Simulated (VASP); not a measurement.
Wanted: the native input for a VASP 6.6.1 run.

```
Task                   : single point
Functional             : PBE
Potentials or basis    : VASP PAW PBE potentials, release 64 (Si)
Cutoff                 : 520 eV
k mesh                 : 12 × 12 × 11
Occupations            : gaussian, width 0.028 eV
Spin                   : no spin polarisation
Further INCAR settings : ALGO = Fast; EDIFF = 1e-06; NBANDS = 8
```

The structure of Si lies in POSCAR:

```
Si
1.0
    2.6205428149      0.0000000000      0.0000000000
   -1.3102714075      2.2694566494      0.0000000000
    0.0000000000      0.0000000000      2.4663543900
Si
1
Direct
    0.0000000000      0.0000000000      0.0000000000
```

This isn't the form of Si at room conditions, which is diamond.

One way to write it, as run:

INCAR

```
PREC = Accurate
ENCUT = 520
EDIFF = 1E-6
ISMEAR = 0
SIGMA = 0.028000000000000004
LREAL = F
LASPH = T
NELM = 100
ALGO = Fast
ISIF = 2
LWAVE = F
LCHARG = F
GGA = PE
NBANDS = 8
```

KPOINTS

```
regular mesh
0
Gamma
  12 12 11
```

Potentials or basis: VASP PAW PBE potentials, release 64 (Si).

Launch:

```bash
$ cat potpaw_PBE.64/Si/POTCAR > POTCAR
$ mpirun -np 1 vasp_std > vasp.out
```

Results of the run:

The pressure is 3.0 GPa. The band gap on the k mesh is none (metal or under the smearing width).

Run time: 8.7 s on 1 thread of Intel(R) Xeon(R) Platinum 8488C (Sapphire Rapids), on a shared host, peak memory 0.12 GiB.
